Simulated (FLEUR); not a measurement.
# As (Pm-3m) in FLEUR: convergence with muffin-tin radii scaled

Aim: find how far muffin-tin radii scaled must go before the results for As settle, at LDA. This setting moves, with any that are tied to it; all else stays.

Everything below comes from runs of FLEUR MaX-R8.1 (later development tree). Logs are shortened: lines on timing, memory, paths and dates and some standing lists are left out, and cuts for length are marked.

### Step 1. The structure

It takes space group Pm-3m (No. 221, cubic). Conventional cell: a = 2.704 Å, b = 2.704 Å, c = 2.704 Å, α = 90.00°, β = 90.00°, γ = 90.00°. As (site symmetry m-3m) has 6 As at 2.70 Å as nearest neighbours.

This isn't the form of As at room conditions, which is rhombohedral.

### Step 2. With muffin-tin radii scaled 0.75

inp.xml reads:

```xml
<?xml version="1.0" encoding="UTF-8" standalone="no"?>
<fleurInput fleurInputVersion="0.39">
   <comment>
      As                                                                                                  
   </comment>
   <calculationSetup>
      <cutoffs Kmax="4.14" Gmax="12.8" GmaxXC="12.8" numbands="0"/>
      <scfLoop itmax="60" minDistance="0.00001" maxIterBroyd="15" imix="Anderson" alpha="0.05" precondParam="0.0" spinf="2.0" sdNocoIR="T"/>
      <coreElectrons ctail="T" frcor="F" kcrel="0" coretail_lmax="0"/>
      <xcFunctional name="vwn" relativisticCorrections="F"/>
      <magnetism jspins="1"/>
      <soc l_soc="F" theta="0.0" phi="0.0" spav="F"/>
      <expertModes spex="0" secvar="F"/>
      <geometryOptimization l_f="T" forcealpha="1.0" forcemix="BFGS" epsdisp="0.0005" epsforce="0.0002"/>
      <ldaU l_linMix="F" mixParam="0.05" spinf="1.0"/>
   </calculationSetup>
   <cell>
      <bzIntegration valenceElectrons="21.0" mode="hist" fermiSmearingEnergy="0.00183747">
         <kPointListSelection listName="default-1"/>
         <!-- k-points included here -->
         <xi:include xmlns:xi="http://www.w3.org/2001/XInclude" href="kpts.xml"> </xi:include>
      </bzIntegration>
      <!-- symmetry operations included here -->
      <xi:include xmlns:xi="http://www.w3.org/2001/XInclude" href="sym.xml"> </xi:include>
      <bulkLattice scale="1.0">
         <bravaisMatrix>
            <row-1>    5.1092180249967791     0.0000000000000000     0.0000000000000000</row-1>
            <row-2>    0.0000000000000000     5.1092180249967791     0.0000000000000000</row-2>
            <row-3>    0.0000000000000000     0.0000000000000000     5.1092180249967791</row-3>
         </bravaisMatrix>
      </bulkLattice>
   </cell>
   <atomSpecies>
      <species name="Arsenic (As)" element="As" atomicNumber="33">
         <mtSphere radius="1.778" gridPoints="783" logIncrement="0.016"/>
         <atomicCutoffs lmax="9" lnonsphr="9"/>
         <electronConfig flipSpins="F">
            <coreConfig>(1s1/2) (2s1/2) (2p1/2) (2p3/2) (3s1/2)</coreConfig>
            <valenceConfig>(3p1/2) (3p3/2) (4s1/2) (3d3/2) (3d5/2) (4p1/2) (4p3/2)</valenceConfig>
            <stateOccupation state="(4p1/2)" spinUp="0.500000" spinDown="0.500000"/>
            <stateOccupation state="(4p3/2)" spinUp="1.000000" spinDown="1.000000"/>
         </electronConfig>
         <energyParameters s="4" p="4" d="3" f="4"/>
         <lo type="SCLO" l="1" n="3" eDeriv="0"/>
         <lo type="SCLO" l="1" n="3" eDeriv="1"/>
         <lo type="HELO" l="2" n="4" eDeriv="0"/>
         <lo type="HELO" l="2" n="4" eDeriv="1"/>
         <lo type="SCLO" l="0" n="4" eDeriv="2"/>
         <lo type="SCLO" l="3" n="4" eDeriv="2"/>
      </species>
   </atomSpecies>
   <atomGroups>
      <atomGroup species="Arsenic (As)">
         <relPos label="                   1">1.000/2.000 1.000/2.000 1.000/2.000</relPos>
         <force calculate="T" relaxXYZ="TTT"/>
      </atomGroup>
   </atomGroups>
   <output dos="F" band="F" slice="F">
      <checks vchk="F" cdinf="F"/>
      <bandDOS minEnergy="-.5*Htr" maxEnergy="0.5*Htr" sigma="0.015" storeEVData="T"/>
      <vacuumDOS vacdos="F" integ="F" star="F" nstars="0" locx1="0.0" locy1="0.0" locx2="0.0" locy2="0.0" nstm="0" tworkf="0.0"/>
      <unfoldingBand unfoldBand="F" supercellX="1" supercellY="1" supercellZ="1"/>
      <plotting iplot="0" polar="F">
         <plot TwoD="T" vec1="  1.0  0.0  0.0" vec2="  0.0  1.0  0.0" vec3="  0.0  0.0  1.0" zero="  0.0  0.0  0.0" file="plot"/>
      </plotting>
      <chargeDensitySlicing numkpt="0" minEigenval="0.0" maxEigenval="0.0" nnne="0" pallst="F"/>
      <specialOutput eonly="F"/>
      <moessbauerParams electricFieldGradient="T" isomerShift="T" coreHyperfine="T" valenceHyperfine="T"/>
      <magneticCircularDichroism mcd="F" energyLo="-10.0" energyUp="0.0"/>
   </output>
  <!-- We include the file relax.xml here to enable relaxations (see documentation) -->
  <xi:include xmlns:xi="http://www.w3.org/2001/XInclude" href="relax.xml"> <xi:fallback/> </xi:include>
</fleurInput>
```

crystal.txt reads:

```
As
&input cartesian=F /
2.7036817444  0.0000000000  0.0000000000
0.0000000000  2.7036817444  0.0000000000
0.0000000000  0.0000000000  2.7036817444
1.8897261246
1.0 1.0 1.0

1
33 0.5000000000  0.5000000000  0.5000000000

&kpt div1=8 div2=8 div3=8 gamma=T /
```

Potentials or basis: all-electron, FLAPW.

Command:

```console
$ inpgen -f crystal.txt -profile fastHighL
$ # inp.xml edited to the form shown
$ fleur_MPI
```

It took 13 s on 1 thread of Arm Neoverse V1, shared host; peak memory 0.04 GiB.

What came out:

```
Free energy                                           : -61444.5524 eV
Band gap on the k mesh                                : none (metal or under the smearing width)
Valence electrons inside the program's atomic spheres : As 17.59 (radii As 1.778 bohr)
```

### Step 3. With muffin-tin radii scaled 0.8

inp.xml: that of step 2 with these lines changed.

```diff
@@ -34,3 +34,3 @@
       <species name="Arsenic (As)" element="As" atomicNumber="33">
-         <mtSphere radius="1.778" gridPoints="783" logIncrement="0.016"/>
+         <mtSphere radius="1.896" gridPoints="783" logIncrement="0.016"/>
          <atomicCutoffs lmax="9" lnonsphr="9"/>
```

crystal.txt is that of step 2.

Potentials or basis: all-electron, FLAPW.

Command:

```console
$ inpgen -f crystal.txt -profile fastHighL
$ # inp.xml edited to the form shown
$ fleur_MPI
```

Wall time 11 s (1 thread of Arm Neoverse V1, shared host); peak memory 0.04 GiB.

What came out:

* Free energy: -61444.9023 eV
* Band gap on the k mesh: none (metal or under the smearing width)
* Valence electrons inside the program's atomic spheres: As 17.97 (radii As 1.896 bohr)

### Step 4. With muffin-tin radii scaled 0.85

inp.xml: that of step 3 with these lines changed.

```diff
@@ -34,3 +34,3 @@
       <species name="Arsenic (As)" element="As" atomicNumber="33">
-         <mtSphere radius="1.896" gridPoints="783" logIncrement="0.016"/>
+         <mtSphere radius="2.014" gridPoints="783" logIncrement="0.016"/>
          <atomicCutoffs lmax="9" lnonsphr="9"/>
```

crystal.txt is that of step 3.

Command:

```console
$ inpgen -f crystal.txt -profile fastHighL
$ # inp.xml edited to the form shown
$ fleur_MPI
```

Run time: 11 s. Hardware: 1 thread of Arm Neoverse V1, shared host; peak memory 0.04 GiB.

What came out:

- Free energy: -61445.0332 eV
- Band gap on the k mesh: none (metal or under the smearing width)
- Valence electrons inside the program's atomic spheres: As 18.32 (radii As 2.014 bohr)

### Step 5. With muffin-tin radii scaled 0.9

inp.xml: that of step 4 with these lines changed.

```diff
@@ -34,3 +34,3 @@
       <species name="Arsenic (As)" element="As" atomicNumber="33">
-         <mtSphere radius="2.014" gridPoints="783" logIncrement="0.016"/>
+         <mtSphere radius="2.133" gridPoints="783" logIncrement="0.016"/>
          <atomicCutoffs lmax="9" lnonsphr="9"/>
```

crystal.txt is that of step 4.

Command:

```console
$ inpgen -f crystal.txt -profile fastHighL
$ # inp.xml edited to the form shown
$ fleur_MPI
```

It took 11 s on 1 thread of Arm Neoverse V1, shared host; peak memory 0.04 GiB.

Results:

```
Free energy                                           : -61445.0813 eV
Band gap on the k mesh                                : none (metal or under the smearing width)
Valence electrons inside the program's atomic spheres : As 18.66 (radii As 2.133 bohr)
```

### Step 6. With muffin-tin radii scaled 0.95

inp.xml: that of step 5 with these lines changed.

```diff
@@ -34,3 +34,3 @@
       <species name="Arsenic (As)" element="As" atomicNumber="33">
-         <mtSphere radius="2.133" gridPoints="783" logIncrement="0.016"/>
+         <mtSphere radius="2.252" gridPoints="783" logIncrement="0.016"/>
          <atomicCutoffs lmax="9" lnonsphr="9"/>
```

crystal.txt is that of step 5.

Potentials or basis: all-electron, FLAPW.

Command:

```console
$ inpgen -f crystal.txt -profile fastHighL
$ # inp.xml edited to the form shown
$ fleur_MPI
```

Wall time 11 s (1 thread of Arm Neoverse V1, shared host); peak memory 0.04 GiB.

What came out:

```
Free energy                                           : -61445.0983 eV
Band gap on the k mesh                                : none (metal or under the smearing width)
Valence electrons inside the program's atomic spheres : As 19.00 (radii As 2.252 bohr)
```

### Step 7. With muffin-tin radii scaled 1

inp.xml: that of step 6 with these lines changed.

```diff
@@ -34,3 +34,3 @@
       <species name="Arsenic (As)" element="As" atomicNumber="33">
-         <mtSphere radius="2.252" gridPoints="783" logIncrement="0.016"/>
+         <mtSphere radius="2.37" gridPoints="783" logIncrement="0.016"/>
          <atomicCutoffs lmax="9" lnonsphr="9"/>
```

crystal.txt is that of step 6.

Potentials or basis: all-electron, FLAPW.

Command:

```console
$ inpgen -f crystal.txt -profile fastHighL
$ # inp.xml edited to the form shown
$ fleur_MPI
```

Standard output:

```text
Welcome to FLEUR        (www.flapw.de)
      MaX-Release 8.1          (www.max-centre.eu)

 ========== k-point set info ==========
 Selected k-point list: default-1
 k-point list type: mesh
 8 x 8 x 8
 Number of k points: 35

 ------------Calculation Setup---------------------------
 Number of MPI-tasks      :            1
 Number of PE/node        :            1
 Number of OMP-threads    :            1
 Most efficient MPI parallelization for:
           1           5           7          35
 Additional eigenvalue parallelization possible
 Number of basis functions:          216
 Approximate size of matrices (H+S) per k-point:         0.001 GB
 --------------------------------------------------------
 Iteration:     1   Distance:       4.33444650 me/bohr^3
 Iteration:     2   Distance:       4.05417883 me/bohr^3
 Iteration:     3   Distance:       1.39199635 me/bohr^3
 Iteration:     4   Distance:       0.11552274 me/bohr^3
 Iteration:     5   Distance:       0.10225684 me/bohr^3
 Iteration:     6   Distance:       0.00400389 me/bohr^3
 Iteration:     7   Distance:       0.00382920 me/bohr^3
 Iteration:     8   Distance:       0.00062568 me/bohr^3
 Iteration:     9   Distance:       0.00005288 me/bohr^3
 Iteration:    10   Distance:       0.00002936 me/bohr^3
 Iteration:    11   Distance:       0.00000463 me/bohr^3

 ********************************************************************
 Run finished successfully
 Stop message:
   Structural relaxation: Done
 ********************************************************************
```

out.xml (last iteration):

```text
<iteration numberForCurrentRun="   12" overallNumber="   12">
         <energyParameters units="Htr">
            <atomicEP atomType="1" spin="1" branch="4s" branchLowest="-6.50" branchHighest="0.47" value="-0.1338311199"/>
            <atomicEP atomType="1" spin="1" branch="4p" branchLowest="-4.44" branchHighest="1.12" value="0.1569015730"/>
            <atomicEP atomType="1" spin="1" branch="3d" branchLowest="-9.99" branchHighest="-1.03" value="-1.0288063547"/>
            <atomicEP atomType="1" spin="1" branch="4f" branchLowest="-9.99" branchHighest="3.08" value="0.5636523377"/>
            <loAtomicEP atomType="1" spin="1" branch="3p" branchLowest="-47.40" branchHighest="-4.44" value="-4.4395175905"/>
            <loAtomicEP atomType="1" spin="1" branch="3p" branchLowest="-47.40" branchHighest="-4.44" value="-4.4395175905"/>
            <heloAtomicEP atomType="1" spin="1" branch="4d" branchLowest="1.70" branchHighest="1.70" value="1.7013811184"/>
            <heloAtomicEP atomType="1" spin="1" branch="4d" branchLowest="1.70" branchHighest="1.70" value="1.7013811184"/>
            <loAtomicEP atomType="1" spin="1" branch="4s" branchLowest="-6.50" branchHighest="0.47" value="-0.1338311199"/>
            <loAtomicEP atomType="1" spin="1" branch="4f" branchLowest="-9.99" branchHighest="3.08" value="0.5636554630"/>
         </energyParameters>
         <eigenvalues>
            <eigenvaluesAt spin="1" ikpt="1" k_x="0.00000000" k_y="0.00000000" k_z="0.00000000">
                      -4.4368954600       -4.4368954600       -4.4368954600       -1.0421933764       -1.0421933764
                      -1.0383283766       -1.0383283766       -1.0383283766       -0.2668983821        0.4349684526
                       0.4349684526        0.4349684526        0.6039998178        0.6039998178        0.6665389778
                       1.2513445360        1.2513445360
            </eigenvaluesAt>
            <eigenvaluesAt spin="1" ikpt="2" k_x="0.00000000" k_y="0.00000000" k_z="0.12500000">
                      -4.4369038954       -4.4368948939       -4.4368948939       -1.0421704461       -1.0416973630
                      -1.0384691894       -1.0384691894       -1.0383160444       -0.2563962827        0.3329628051
                       0.4441198229        0.4441198229        0.6136605833        0.6520489592        0.7494571502
                       1.1087794560        1.1087794560
            </eigenvaluesAt>
            <eigenvaluesAt spin="1" ikpt="3" k_x="0.00000000" k_y="0.00000000" k_z="0.25000000">
                      -4.4369245348       -4.4368936098       -4.4368936098       -1.0421092598       -1.0405034986
                      -1.0388129891       -1.0388129891       -1.0382885889       -0.2259194767        0.1953206559
                       0.4693101541        0.4693101541        0.6415252134        0.6878161818        0.9160723645
                       0.9742699429        0.9742699429
            </eigenvaluesAt>
            <eigenvaluesAt spin="1" ikpt="4" k_x="0.00000000" k_y="0.00000000" k_z="0.37500000">
                      -4.4369452312       -4.4368924522       -4.4368924522       -1.0420557769       -1.0393132840
                      -1.0391572364       -1.0391572364       -1.0382620233       -0.1814128711        0.0827119639
                       0.5013210951        0.5013210951        0.6815047477        0.7404616921        0.8761782221
                       0.8761782221        0.9026100313
            </eigenvaluesAt>
         </eigenvalues>
         <bandgap value="0.3303790701" units="eV"/>
         <sumValenceSingleParticleEnergies value="-36.7326718761" units="Htr"/>
         <FermiEnergy value="0.2825974874" units="Htr"/>
         <valenceDensity>
            <mtCharges spin="1">
               <mtCharge atomType="1" total="19.3195516" s="1.5082972" p="7.7158289" d="10.0799358" f="0.0130204"/>
            </mtCharges>
            <spinDependentCharge spin="1" total="21.0000000" interstitial="1.6804484" mtSpheres="19.3195516"/>
            <totalCharge value="21.0000000000"/>
         </valenceDensity>
         <coreStates atomType="     1" atomicNumber=" 33" spin="1" kinEnergy="   1991.7482642423" eigValSum="  -1264.2855566557" lostElectrons=" 0.000009">
            <state n="1" l="0" j="0.5" energy="-429.3378609990" weight="1.0000000000"/>
            <state n="2" l="0" j="0.5" energy="-54.0661099189" weight="1.0000000000"/>
            <state n="2" l="1" j="0.5" energy="-48.3076144361" weight="1.0000000000"/>
            <state n="2" l="1" j="1.5" energy="-46.9665517038" weight="2.0000000000"/>
            <state n="3" l="0" j="0.5" energy="-6.4980895663" weight="1.0000000000"/>
         </coreStates>
         <allElectronCharges>
            <spinDependentCharge spin="1" total="33.0000000" interstitial="1.6804571" mtSpheres="31.3195429"/>
            <totalCharge value="32.9999999971"/>
         </allElectronCharges>
         <moessbauerParams unitsHFF="kG" unitsIS="e/bohr^3" unitsEFG="Htr/bohr^2">
            <coreIsomerShift atomType="1" isTotal="35582.71601">
               <shell n="1" l="0" isomerShift="31817.33304"/>
               <shell n="2" l="0" isomerShift="3230.63415"/>
               <shell n="2" l="1" isomerShift="30.46422"/>
               <shell n="3" l="0" isomerShift="504.28459"/>
            </coreIsomerShift>
            <isomerShift atomType="1" nucleusRadius="0.0000996" averageDensity="35629.42964"/>
            <electricFieldGradient atomType="1" VXX="0.00000" VYY="0.00000" VZZ="0.00000" asymParam="0.00000">
            </electricFieldGradient>
         </moessbauerParams>
         <totalEnergy                                    value="    -2258.0656705524" units="Htr">
            <sumOfEigenvalues                            value="    -1301.0182285318">
               <coreElectrons value="-1264.2855566557"/>
               <valenceElectrons value="-36.7326718761"/>
            </sumOfEigenvalues>
            <densityCoulombPotentialIntegral value="-3501.4599829489"/>
            <densityEffectivePotentialIntegral value="-3608.4771385702"/>
            <chargeDenXCDenIntegral value="-80.7928071431"/>
            <FockExchangeEnergyValence value="0.0000000000"/>
            <FockExchangeEnergyCore value="0.0000000000"/>
            <atomTypeDependentContributions atomType="1">
               <electronNucleiInteractionDifferentMTs value="2718.2897011212"/>
               <MadelungTerm value="-15.7120808522"/>
            </atomTypeDependentContributions>
            <tkbTimesEntropy value="0.0002536369"/>
            <freeEnergy value="-2258.0659241894"/>
            <extrapolationTo0K value="-2258.0657973709"/>
         </totalEnergy>
         <totalForcesOnRepresentativeAtoms units="Htr/bohr">
            <forceTotal atomType="1" x="2.554609" y="2.554609" z="2.554609" F_x="0.00000000" F_y="0.00000000" F_z="0.00000000"/>
         </totalForcesOnRepresentativeAtoms>
      </iteration>
```

Run time: 11 s. Hardware: 1 thread of Arm Neoverse V1, shared host; peak memory 0.04 GiB.

What came out:

- Free energy: -61445.1040 eV
- Band gap on the k mesh: none (metal or under the smearing width)
- Valence electrons inside the program's atomic spheres: As 19.32 (radii As 2.37 bohr)

### Step 8. Result

```
muffin-tin radii scaled  energy less the tightest run, at zero smearing (meV/atom)  SCF cycles  CPU time (s)  peak memory (GiB)
                   0.75                                                     551.68          12            13               0.04
                    0.8                                                     201.73          12            11               0.04
                   0.85                                                      70.80          12            11               0.04
                    0.9                                                      22.68          12            11               0.04
                   0.95                                                       5.71          12            11               0.04
                      1                                                       0.00          12            11               0.04
```

Not settled before the last step: the energy (to 1 meV/atom). The tightest run that finished is the yardstick and may itself not be fully converged.
